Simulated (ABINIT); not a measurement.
**A GW chain in ABINIT: NaI (Fm-3m)**

How does a plane-wave GW calculation on NaI (Fm-3m) run from the first input to the gap?

Main program and level: ABINIT 10.8.3; PBE and many-body steps on it, plane waves.

Report form: the programs' logs are mostly left out.

**1. Starting point**

It takes space group Fm-3m (No. 225, cubic). The conventional cell has a = 6.473 Å, b = 6.473 Å, c = 6.473 Å, α = 90.00°, β = 90.00°, γ = 90.00°. Nearest to Na lie 6 I at 3.24 Å. Nearest to I lie 6 Na at 3.24 Å. Farther neighbours and most contacts between anions are not listed.

The cell and positions come from the Crystallography Open Database and are kept as given unless a step says otherwise.

**2. Ground state**

This step: ABINIT 10.8.3; DFT, PBE with spin-orbit coupling, plane waves, norm-conserving pseudopotentials.

The ground-state density comes first.

run.abi

```
acell 3*1.0 Angstrom
rprim 
  0.000000000000 3.236400000000 3.236400000000
  3.236400000000 -0.000000000000 3.236400000000
  3.236400000000 3.236400000000 -0.000000000000
ntypat 2
znucl 11 53
natom 2
typat 1 2
xred 
  0.000000000000 0.000000000000 0.000000000000
  0.500000000000 0.500000000000 0.500000000000
pp_dirpath "pseudos"
pseudos "Na.upf, I.upf"
ecut 38
nspinor 2
ngkpt 4 4 4
nshiftk 1
shiftk 0 0 0
kptopt 1
chksymbreak 0
nband 26
occopt 1
tolvrs 1e-10
nstep 60
prtwf 0
optforces 0
optstress 0
indata_prefix "in"
outdata_prefix "out"
tmpdata_prefix "tmp"
```

Started as:

```sh
> OMP_NUM_THREADS=1 mpirun -n 4 abinit run.abi > log
```

Run time: 26 s. Hardware: 4 MPI ranks of Arm Neoverse V1, shared host; peak memory 0.42 GiB; 1.7 min of CPU time.

This step gave:

* total energy: -1598.6993 eV
* gap: 3.299 eV
* k of the valence top: 0, 0, 0
* k of the conduction bottom: 0, 0, 0
* least direct gap: 3.299 eV

The gap is direct, at Γ.

**3. Bands along the symmetry lines**

The cheap functional maps the bands first; the places of the edges decide which points the dearer methods must see.

run.abi

```
acell 3*1.0 Angstrom
rprim 
  0.000000000000 3.236400000000 3.236400000000
  3.236400000000 -0.000000000000 3.236400000000
  3.236400000000 3.236400000000 -0.000000000000
ntypat 2
znucl 11 53
natom 2
typat 1 2
xred 
  0.000000000000 0.000000000000 0.000000000000
  0.500000000000 0.500000000000 0.500000000000
pp_dirpath "pseudos"
pseudos "Na.upf, I.upf"
ecut 38
nspinor 2
iscf -2
irdden 1
kptopt 0
nkpt 26
kpt 
  0.00000000 0.00000000 0.00000000
  0.12500000 0.00000000 0.12500000
  0.25000000 0.00000000 0.25000000
  0.37500000 0.00000000 0.37500000
  0.50000000 0.00000000 0.50000000
  0.53125000 0.06250000 0.53125000
  0.56250000 0.12500000 0.56250000
  0.59375000 0.18750000 0.59375000
  0.62500000 0.25000000 0.62500000
  0.37500000 0.37500000 0.75000000
  0.28125000 0.28125000 0.56250000
  0.18750000 0.18750000 0.37500000
  0.09375000 0.09375000 0.18750000
  0.00000000 0.00000000 0.00000000
  0.12500000 0.12500000 0.12500000
  0.25000000 0.25000000 0.25000000
  0.37500000 0.37500000 0.37500000
  0.50000000 0.50000000 0.50000000
  0.50000000 0.43750000 0.56250000
  0.50000000 0.37500000 0.62500000
  0.50000000 0.31250000 0.68750000
  0.50000000 0.25000000 0.75000000
  0.50000000 0.18750000 0.68750000
  0.50000000 0.12500000 0.62500000
  0.50000000 0.06250000 0.56250000
  0.50000000 0.00000000 0.50000000
istwfk *1
nband 32
nbdbuf 6
tolwfr 1e-08
nstep 40
prtwf 0
prtvol 0
indata_prefix "in"
outdata_prefix "out"
tmpdata_prefix "tmp"
```

Run time: 44 s. Hardware: 4 MPI ranks; peak memory 0.42 GiB; 2.9 min of CPU time.

Numbers from this step:

* gap: 3.299 eV
* k of the valence top: 0, 0, 0
* k of the conduction bottom: 0, 0, 0
* least direct gap: 3.299 eV

The gap is 3.299 eV, as in the run before at this level.

Electronic bands along the path, in eV, zero at the top of the highest filled band; v1 is the highest filled band, c1 the lowest empty one:

| point | v4 | v3 | v2 | v1 | c1 | c2 | c3 | c4 |
| --- | --- | --- | --- | --- | --- | --- | --- | --- |
| Γ | 0.00 | 0.00 | 0.00 | 0.00 | 3.30 | 3.30 | 7.61 | 7.61 |
| halfway | -0.86 | -0.86 | -0.44 | -0.44 | 4.94 | 4.94 | 6.03 | 6.03 |
| X | -1.27 | -1.27 | -0.80 | -0.80 | 4.15 | 4.15 | 5.22 | 5.22 |
| halfway | -1.35 | -1.35 | -0.86 | -0.86 | 4.40 | 4.40 | 5.52 | 5.52 |
| U | -1.57 | -1.57 | -0.83 | -0.83 | 4.87 | 4.87 | 6.34 | 6.34 |
| jump to K | -1.57 | -1.57 | -0.83 | -0.83 | 4.87 | 4.87 | 6.34 | 6.34 |
| halfway | -0.96 | -0.96 | -0.32 | -0.32 | 5.30 | 5.30 | 6.80 | 6.80 |
| Γ | 0.00 | 0.00 | 0.00 | 0.00 | 3.30 | 3.30 | 7.61 | 7.61 |
| halfway | -0.68 | -0.68 | -0.16 | -0.16 | 4.59 | 4.59 | 7.18 | 7.18 |
| L | -0.90 | -0.90 | -0.30 | -0.30 | 4.75 | 4.75 | 7.11 | 7.11 |
| halfway | -1.31 | -1.31 | -0.68 | -0.68 | 5.79 | 5.79 | 5.97 | 5.97 |
| W | -1.51 | -1.51 | -1.13 | -1.13 | 5.48 | 5.48 | 7.08 | 7.08 |
| halfway | -1.38 | -1.38 | -0.96 | -0.96 | 4.68 | 4.68 | 5.78 | 5.78 |
| X | -1.27 | -1.27 | -0.80 | -0.80 | 4.15 | 4.15 | 5.22 | 5.22 |

**4. Empty states on the mesh, 4×4×4 mesh, 118 bands**

The sums over transitions need many empty states on a uniform mesh; this step solves for them.

run.abi

```
acell 3*1.0 Angstrom
rprim 
  0.000000000000 3.236400000000 3.236400000000
  3.236400000000 -0.000000000000 3.236400000000
  3.236400000000 3.236400000000 -0.000000000000
ntypat 2
znucl 11 53
natom 2
typat 1 2
xred 
  0.000000000000 0.000000000000 0.000000000000
  0.500000000000 0.500000000000 0.500000000000
pp_dirpath "pseudos"
pseudos "Na.upf, I.upf"
ecut 38
nspinor 2
ngkpt 4 4 4
nshiftk 1
shiftk 0 0 0
kptopt 1
chksymbreak 0
iscf -2
irdden 1
istwfk *1
nband 118
nbdbuf 10
tolwfr 1e-09
nstep 60
prtvol 0
indata_prefix "in"
outdata_prefix "out"
tmpdata_prefix "tmp"
```

Run time: 92 s. Hardware: 4 MPI ranks; peak memory 0.49 GiB.

Numbers from this step:

```yaml
gap: 3.299 eV
k_of_the_valence_top: 0, 0, 0
k_of_the_conduction_bottom: 0, 0, 0
least_direct_gap: 3.299 eV
k_points_computed: 8
lowest_point_of_the_top_converged_band_above_the_valence_top: 38.43 eV
```

On this mesh the gap is 3.299 eV.

**5. Screening, 4×4×4 mesh, 108 bands, screening to 98 eV**

The RPA dielectric matrix is built and inverted for each q.

This step: RPA screening on PBE with spin-orbit coupling, plane waves, norm-conserving pseudopotentials.

run.abi: that of step 4 with these lines changed.

```diff
@@ -21,10 +21,11 @@
 chksymbreak 0
-iscf -2
-irdden 1
 istwfk *1
-nband 118
-nbdbuf 10
-tolwfr 1e-09
-nstep 60
-prtvol 0
+occopt 1
+irdwfk 1
+optdriver 3
+nband 108
+ecuteps 3.6
+inclvkb 0
+awtr 1
+symchi 1
 indata_prefix "in"
```

Wall time 80 s (4 MPI ranks); peak memory 1.8 GiB.

This step gave:

* ε∞ with local fields, on this mesh, along the program's q direction: 2.951
* the same without local fields: 3.513
* plasma frequency: 18.04 eV
* plane waves in the screening matrix: 169

Local fields lower ε∞ by 16 %.

**6. Self-energy, 4×4×4 mesh, 108 bands, screening to 98 eV**

The self-energy is evaluated for the states that the input lists, and the levels follow from it, in one-shot runs by the linearised quasiparticle equation.

This step: G0W0 on PBE with spin-orbit coupling, plane waves, norm-conserving pseudopotentials.

run.abi: that of step 5 with these lines changed.

```diff
@@ -24,8 +24,15 @@
 irdwfk 1
-optdriver 3
+optdriver 4
 nband 108
+gwcalctyp 0
+ecutsigx 38
+symsigma 0
+nkptgw 1
+kptgw 
+  0.0000000000 0.0000000000 0.0000000000
+bdgw 
+  13 22
 ecuteps 3.6
-inclvkb 0
-awtr 1
-symchi 1
+irdscr 1
+ppmodel 1
 indata_prefix "in"
```

Elapsed: 77 s, on 4 MPI ranks; peak memory 1.6 GiB.

This step gave:

```
G0W0 gap on the points computed              : 5.103 eV
starting gap on the mesh                     : 3.299 eV
k of the valence top                         : 0, 0, 0
k of the conduction bottom                   : 0, 0, 0
Z at the valence top                         : 0.806
Z at the conduction bottom                   : 0.84
least direct G0W0 gap on the computed points : 5.103 eV
```

The gap on the mesh goes from 3.30 eV to 5.10 eV, a correction of +1.80 eV.

Limits: finite bands, cutoff and mesh; screening head approximate. v1 is the top filled band, c1 the lowest empty one. Levels before and after the correction, in eV, zero at the valence-band top of each column:

```
           conduction bottom  valence top
Kohn-Sham               3.30         0.00
     G0W0               5.10         0.00
```

```csv
,level,energy (eV)
Kohn-Sham,Γ v4,0.000
Kohn-Sham,Γ v3-v1,0.000
Kohn-Sham,Γ c1-c2,3.299
Kohn-Sham,Γ c3-c6,7.610
G0W0,Γ v4,0.000
G0W0,Γ v3-v1,-0.007
G0W0,Γ c1-c2,5.103
G0W0,Γ c3-c6,9.483
```

**7. Where the time went**

Times are wall times on 4 MPI ranks of Arm Neoverse V1, shared host, good to a factor of about two.

| step | time | share | memory (GiB) |
| --- | --- | --- | --- |
| ground state | 26 s | 8 % | 0.42 |
| bands along the symmetry lines | 44 s | 14 % | 0.42 |
| empty states on the mesh | 92 s | 29 % | 0.49 |
| screening | 80 s | 25 % | 1.8 |
| self-energy | 77 s | 24 % | 1.6 |

**8. Outcome**

```yaml
pbe_gap: 3.30 eV, direct
g0w0_gap_on_the_mesh: 5.10 eV
gw_settings: 4×4×4 mesh, 108 bands, screening to 98 eV, Godby-Needs plasmon pole
known_limits: not at the basis limit; screening head approximate
```

What this shows: G0W0 moves the gap on the mesh from 3.30 eV to 5.10 eV (+1.80 eV), with Z of 0.81 and 0.84 at the edges. Local fields lower the RPA ε∞ on this mesh from 3.51 to 2.95. Only 1 of the mesh's irreducible points was corrected, so a valley elsewhere could overtake. Bands and cutoff are finite, so the gap is not at the basis limit. The miss can reach some tenths of an eV and take either sign; the mesh is an error of its own. In the G0W0 run levels were corrected at 1 k point alone, so a gap called «on the mesh» is the least over those, and an edge elsewhere would be missed. The long-wavelength limit of the screening leaves out the non-local commutator, which shifts ε∞.

[Paths, hosts, dates, memory and timing lines, banners, echoed tables and standing remarks are left out of the program output.]

[Logs are printed without paths, hosts, clocks, repeated set-up lines and the standing remarks that a program may print on its own settings, such as how far it seeks lower states.]

[Runs of the session that timed out or met a known fault of the program may be left out.]

[Hosts, paths, dates, database ids (printed as entryN), source tags and the programs' standing remarks are cut or masked in the printed files.]

[G0W0 gaps are taken among the corrected bands and points alone; a level outside them can change the order at an edge.]

[Where Ansatz stands beside ABINIT at settings called matched, ABINIT's density can come from a denser mesh and the files from another edition; pairs whose starting gaps differed by over 0.03 eV were left out, so agreement reads better than it is.]
